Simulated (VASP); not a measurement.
# Mg (P6_3/mmc) in VASP: notebook

The runs below take Mg through single point, relaxation of cell and atoms, with LDA.

Program: VASP 6.6.1. These are calculated values, not measurements. Logs are shortened: lines on timing, memory, paths and dates and some standing lists are left out, and cuts for length are marked.

**1. The crystal as given**

The structure is hexagonal, space group P6_3/mmc (No. 194). Conventional cell: a = 3.130 Å, b = 3.130 Å, c = 5.100 Å, α = 90.00°, β = 90.00°, γ = 120.00°. Mg (site symmetry -6m2) has 12 Mg at 3.13 Å as nearest neighbours.

**2. Single point, LDA**

INCAR

```
PREC = Accurate
ENCUT = 520
EDIFF = 1E-7
ISMEAR = -1
SIGMA = 0.05
LREAL = F
LASPH = T
NELM = 100
ALGO = Normal
ISIF = 2
LWAVE = F
LCHARG = T
GGA = CA
LELF = T
LVHAR = T
NBANDS = 9
```

KPOINTS

```
regular mesh
0
Gamma
  8 8 5
```

POSCAR

```
Mg
1.0
    3.1302762549      0.0000000000      0.0000000000
   -1.5651381274      2.7108987576      0.0000000000
    0.0000000000      0.0000000000      5.1002130515
Mg
2
Direct
    0.3333333333      0.6666666667      0.2500000000
    0.6666666667      0.3333333333      0.7500000000
```

Potentials or basis: VASP PAW LDA potentials, release 64 (Mg).

Command:

```
cat potpaw_LDA.64/Mg/POTCAR > POTCAR
mpirun -np 1 vasp_std > vasp.out
```

OUTCAR:

```text
PREC = Accurate
   ENCUT = 520
   EDIFF = 1E-7
   ISMEAR = -1
   LREAL = F
   LASPH = T
   NELM = 100
   ISIF = 2
   GGA = CA

 ion  position               nearest neighbor table
   1  0.333  0.667  0.250-   2 3.13   2 3.13   2 3.13   2 3.13   2 3.13   2 3.13
   2  0.667  0.333  0.750-   1 3.13   1 3.13   1 3.13   1 3.13   1 3.13   1 3.13

  LATTYP: Found a hexagonal cell.
 ALAT       =     3.1302762549
 C/A-ratio  =     1.6293172347

  Lattice vectors:

 A1 = (   3.1302762549,   0.0000000000,   0.0000000000)
 A2 = (  -1.5651381274,   2.7108987576,   0.0000000000)
 A3 = (   0.0000000000,   0.0000000000,   5.1002130515)

Analysis of symmetry for initial positions (statically):
=====================================================================
 Subroutine PRICEL returns:
 Original cell was already a primitive cell.

 Routine SETGRP: Setting up the symmetry group for a
 hexagonal supercell.

 Subroutine GETGRP returns: Found 24 space group operations
 (whereof 12 operations were pure point group operations)
 out of a pool of 24 trial point group operations.

The static configuration has the point symmetry D_3d.
 The point group associated with its full space group is D_6h.

Analysis of symmetry for dynamics (positions and initial velocities):
=====================================================================
 Subroutine PRICEL returns:
 Original cell was already a primitive cell.

 Routine SETGRP: Setting up the symmetry group for a
 hexagonal supercell.

 Subroutine GETGRP returns: Found 24 space group operations
 (whereof 12 operations were pure point group operations)
 out of a pool of 24 trial point group operations.

The dynamic configuration has the point symmetry D_3d.
 The point group associated with its full space group is D_6h.

 Subroutine INISYM returns: Found 24 space group operations
 (whereof 12 operations are pure point group operations),
 and found     1 'primitive' translations

----------------------------------------------------------------------------------------

                                     Primitive cell

  volume of cell :      43.2797

  direct lattice vectors                    reciprocal lattice vectors
     3.130276255  0.000000000  0.000000000     0.319460622  0.184440676  0.000000000
    -1.565138127  2.710898758  0.000000000     0.000000000  0.368881352  0.000000000
     0.000000000  0.000000000  5.100213051     0.000000000  0.000000000  0.196070241

[... 82 lines left out ...]
   NELM   =    100;   NELMIN=  2; NELMDL= -5     # of ELM steps
   EDIFF  = 0.1E-06   stopping-criterion for ELM
   LREAL  =      F    real-space projection
   EDIFFG = 0.1E-05   stopping-criterion for IOM
   NSW    =      0    number of steps for IOM
   IBRION =     -1    ionic relax: 0-MD 1-quasi-New 2-CG
   NFREE  =      0    steps in history (QN), initial steepest desc. (CG)
   ISIF   =      2    stress and relaxation
   ISYM   =      2    0-nonsym 1-usesym 2-fastsym
   POTIM  = 0.5000    time-step for ionic-motion
   TEBEG  =    0.0;   TEEND  =   0.0 temperature during run
   PSTRESS=    0.0 pullay stress
   NELECT =       4.0000    total number of electrons
   NUPDOWN=      -1.0000    fix difference up-down
   EMIN   =  10.00;   EMAX   =-10.00  energy-range for DOS
   EFERMI =   0.00;   METHOD = LEGACY
   ISMEAR =    -1;   SIGMA  =   0.05  broadening in eV -4-tet -1-fermi 0-gaus
   EFERMI_NEDOS =   21; number of points for ismear=-14 and -15
   IALGO  =     38    algorithm
   IMIX   =      4    mixing-type and parameters
     AMIX     =   0.40;   BMIX     =  1.00
     AMIX_MAG =   1.60;   BMIX_MAG =  1.00
  volume/ion in A,a.u.               =      21.64       146.03
  Fermi-wavevector in a.u.,A,eV,Ry     =   0.740173  1.398725  7.454040  0.547856
  Thomas-Fermi vector in A             =   1.834512
   LORBIT       =      0    0 simple, 1 ext, 2 COOP (PROOUT), +10 PAW based schemes
   GGA     = CA    functional components
   LHFCALC =     F    Hartree Fock is set to
   AEXX    =    0.0000 exact exchange contribution
   IVDW    =     0    specifies the selected vdW correction
   LEPSILON=     F    determine dielectric tensor
   LRPA    =     F    only Hartree local field effects (RPA)
 non-spin polarized calculation
  energy-cutoff  :      520.00
  volume of cell :       43.28
 maximum number of plane-waves:      1183
 NGX is ok and might be reduce to    24
   NGX = 11   NGY = 11   NGZ = 19

 number of electron       4.0000000 magnetization

 Free energy of the ion-electron system (eV)
  ---------------------------------------------------
  ext. energy  EPLUGINS =         0.00000000
  ---------------------------------------------------
  free energy    TOTEN  =        -3.65014474 eV

  energy without entropy =       -3.64513738  energy(sigma->0) =       -3.64764106

 E-fermi :   2.7770     XC(G=0):  -8.8716

 val. band max:        2.7510242172   @ k =   0.2500   0.2500   0.2000
 cond. band min:       3.0488517252   @ k =   0.2500   0.1250   0.0000
 fundamental gap:      0.2978275079
 Fermi energy:         2.7769526320

 k-point     1 :       0.0000    0.0000    0.0000
  band No.  band energies     occupation
      1      -4.3938      2.00000
      2       1.0133      2.00000
      3       1.4792      2.00000
      4      14.0625      0.00000
      5      14.0625      0.00000
      6      14.2352      0.00000
      7      14.2352      0.00000
      8      14.9179      0.00000
      9      16.7486      0.00000
[... 265 lines left out ...]
 k-point    24 :       0.3750    0.0000    0.4000
  band No.  band energies     occupation
      1      -0.6625      2.00000
      2       0.4351      2.00000
      3       4.2148      0.00000
      4       5.2667      0.00000
      5       8.9751      0.00000
      6      10.9637      0.00000
      7      11.2103      0.00000
      8      11.9195      0.00000
      9      12.6666      0.00000

 [... further k-points ...]
[... 5 lines left out ...]
  --------------------------------------------------------------------------------------
  -------------------------------------------------------------------------------------
  Total       -0.0896261     -0.0896261     -0.0883667     -0.0000000      0.0000000      0.0000000
  in kB       -3.3178816     -3.3178816     -3.2712604     -0.0000000      0.0000000      0.0000000
  external PRESSURE =      -3.3023412 kB  Pullay stress =       0.0000000 kB

 VOLUME and BASIS-vectors are now :
 -----------------------------------------------------------------------------
  energy-cutoff  :      520.00
  volume of cell :       43.28
      direct lattice vectors                 reciprocal lattice vectors
     3.130276255  0.000000000  0.000000000     0.319460622  0.184440676  0.000000000
    -1.565138127  2.710898758  0.000000000     0.000000000  0.368881352  0.000000000
     0.000000000  0.000000000  5.100213051     0.000000000  0.000000000  0.196070241

 POSITION                                       TOTAL-FORCE (eV/Angst)
 -----------------------------------------------------------------------------------
     -0.00000      1.80727      1.27505         0.000000      0.000000      0.000000
      1.56514      0.90363      3.82516        -0.000000     -0.000000      0.000000
 -----------------------------------------------------------------------------------
    total drift:                               -0.000000      0.000000     -0.000000

  FREE ENERGIE OF THE ION-ELECTRON SYSTEM (eV)
  ---------------------------------------------------
  free  energy   TOTEN  =        -3.6501447439 eV

  energy  without entropy=       -3.6451373848  energy(sigma->0) =       -3.64764106
```

OSZICAR:

```text
N       E                     dE             d eps       ncg     rms          rms(c)
DAV:   1    -0.737415234847E+00   -0.73742E+00   -0.12999E+03   540   0.316E+02
DAV:   2    -0.362551095649E+01   -0.28881E+01   -0.27217E+01   758   0.289E+01
DAV:   3    -0.367065222368E+01   -0.45141E-01   -0.41824E-01   721   0.280E+00
DAV:   4    -0.367075738719E+01   -0.10516E-03   -0.10514E-03   709   0.139E-01
DAV:   5    -0.367075767422E+01   -0.28703E-06   -0.28711E-06   704   0.615E-03    0.931E-01
DAV:   6    -0.365924650868E+01    0.11511E-01   -0.55717E-04   595   0.131E-01    0.592E-01
DAV:   7    -0.365015361346E+01    0.90929E-02   -0.19249E-03   565   0.240E-01    0.295E-02
DAV:   8    -0.365014579218E+01    0.78213E-05   -0.15736E-05   769   0.204E-02    0.661E-03
DAV:   9    -0.365014475929E+01    0.10329E-05   -0.70319E-07   615   0.389E-03    0.575E-04
DAV:  10    -0.365014474389E+01    0.15399E-07   -0.26875E-09   388   0.331E-04
   1 F= -.36501447E+01 E0= -.36476411E+01  d E =-.500736E-02
```

stdout:

```text
POSCAR found type information on POSCAR Mg
 POSCAR found :  1 types and       2 ions
 scaLAPACK will be used
 LDA part: xc-table for (Slater(with rela. corr.)+CA(PZ))
 , standard interpolation
 POSCAR, INCAR and KPOINTS ok, starting setup
 FFT: planning ... GRIDC
 FFT: planning ... GRID_SOFT
 FFT: planning ... GRID
 WAVECAR not read
 entering main loop
```

It took 5.7 s on 1 thread of Intel Xeon Platinum 8488C (Sapphire Rapids), shared host; peak memory 0.14 GiB.

Results:

```yaml
Free_energy: -3.6501 eV
Pressure: -0.3 GPa
Band_gap_on_the_k_mesh: none (metal or under the smearing width)
```

Levels at points of the mesh, in eV from the Fermi level:
| k point | band 1 | band 2 | band 3 | band 4 | band 5 | band 6 | band 7 |
| --- | --- | --- | --- | --- | --- | --- | --- |
| (0.00, 0.00, 0.00) | -7.17 | -1.76 | -1.30 | 11.29 | 11.29 | 11.46 | 11.46 |
| (0.50, 0.00, 0.00) | -2.20 | -2.18 | 2.74 | 3.08 | 3.39 | 3.81 | 7.16 |

**3. Relaxation of cell and atoms, LDA**

This run uses another cell than the first one, of 23.24 Å³/atom, 1.074 times its volume.

INCAR

```
PREC = Accurate
ENCUT = 600
EDIFF = 1E-6
ISMEAR = -1
SIGMA = 0.05
LREAL = F
LASPH = T
NELM = 100
ALGO = Fast
ISIF = 3
LWAVE = F
LCHARG = F
IBRION = 2
NSW = 80
EDIFFG = -0.03
```

KPOINTS is that of step 2.

POSCAR

```
Mg
1.0
    3.2093000000      0.0000000000      0.0000000000
   -1.6046500000      2.7793350000      0.0000000000
    0.0000000000      0.0000000000      5.2103000000
Mg
2
Direct
    0.3333333333      0.6666666667      0.2500000000
    0.6666666667      0.3333333333      0.7500000000
```

Potentials or basis: VASP PAW LDA potentials, release 64 (Mg).

Command:

```
cat potpaw_LDA.64/Mg/POTCAR > POTCAR
mpirun -np 1 vasp_std > vasp.out
```

It took 12 s on 1 thread of Intel Xeon Platinum 8488C (Sapphire Rapids), shared host; peak memory 0.16 GiB.

It converged, with:

```
Free energy                            : -3.6506 eV
Relaxed volume                         : 21.48 Å³/atom
Relaxed cell                           : a = 3.123 Å, b = 3.123 Å, c = 5.086 Å, α = 90.00°, β = 90.00°, γ = 120.00°
Space group after relaxing (to 0.05 Å) : P6_3/mmc (No. 194)
Energy gained by relaxing              : 16.5 meV/atom
Ionic steps                            : 3
Pressure after relaxing                : 0.0 GPa
Band gap on the k mesh                 : none (metal or under the smearing width)
```

The path:
| step | energy change (eV) | largest force (eV/Å) | pressure (GPa) | volume (Å³) |
| --- | --- | --- | --- | --- |
| 1 | 0.0000 | 0.0000 | -2.77 | 46.47 |
| 2 | -0.0306 | 0.0000 | -0.82 | 43.82 |
| 3 | -0.0329 | 0.0000 | -0.03 | 42.96 |

Final structure:
```cif
data_structure
_symmetry_space_group_name_H-M 'P 1'
_symmetry_Int_Tables_number 1
_cell_length_a 3.1231
_cell_length_b 3.1231
_cell_length_c 5.0856
_cell_angle_alpha 90.000
_cell_angle_beta 90.000
_cell_angle_gamma 120.000
_cell_volume 42.96
loop_
_atom_site_label
_atom_site_type_symbol
_atom_site_fract_x
_atom_site_fract_y
_atom_site_fract_z
_atom_site_occupancy
Mg1 Mg 0.33333 0.66667 0.25000 1
Mg2 Mg 0.66667 0.33333 0.75000 1
```

Levels at points of the mesh, in eV from the Fermi level:
```
           k point  band 1  band 2  band 3  band 4  band 5  band 6
(0.00, 0.00, 0.00)   -7.21   -1.77   -1.29   11.32   11.32   11.51
(0.50, 0.00, 0.00)   -2.22   -2.19    2.75    3.09    3.41    3.83
```

LDA usually gives volumes a few per cent too small. Zero-point motion and thermal expansion aren't in these numbers.
